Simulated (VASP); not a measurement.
Wanted: the native input for a VASP 6.6.1 run.

* Task: relaxation of cell and atoms
* Functional: PBEsol
* Potentials or basis: VASP PAW PBE potentials, release 64 (Na_pv)
* Cutoff: 600 eV
* k mesh: 14 × 14 × 14
* Occupations: methfessel-paxton, width 0.1 eV
* Spin: no spin polarisation
* Further INCAR settings: ALGO = Normal; EDIFF = 1e-07; IBRION = 2; EDIFFG = -0.005; NSW = 90; ISIF = 3

The structure of Na lies in POSCAR:

```
Na                                      
1.0
   -2.0846942982      2.0846942982      2.0846942982
    2.0846942982     -2.0846942982      2.0846942982
    2.0846942982      2.0846942982     -2.0846942982
  Na            
     1
Direct
     0.0000000000000000    0.0000000000000000    0.0000000000000000
```

The input as run:

INCAR

```
SYSTEM = Na
PREC = Accurate
ENCUT = 600
EDIFF = 1E-7
ISMEAR = 1
SIGMA = 0.1
LREAL = .False.
LASPH = .True.
NELM = 80
ALGO = Normal
ISIF = 3
LWAVE = .False.
LCHARG = .False.
GGA = PS
IBRION = 2
NSW = 90
EDIFFG = -0.005
```

KPOINTS

```
regular mesh
0
Gamma
  14 14 14
  0 0 0
```

Potentials or basis: VASP PAW PBE potentials, release 64 (Na_pv).

Launch:

```sh
$ cat potpaw_PBE.64/Na_pv/POTCAR > POTCAR
$ mpirun -np 1 vasp_std > vasp.out
```

Results of the run:

```yaml
Pressure_after_relaxing: 0.0 GPa
Band_gap_on_the_k_mesh: none (metal or under the smearing width)
```

Caveat: the relaxation stopped at its first step, so nothing moved; the PAW data sets were made with another functional, which shifts forces and pressure a little.

It took 27 s on 1 thread of Intel(R) Xeon(R) Platinum 8259CL CPU @ 2.50GHz (Skylake/Cascade Lake) (shared host), peak memory 0.17 GiB.
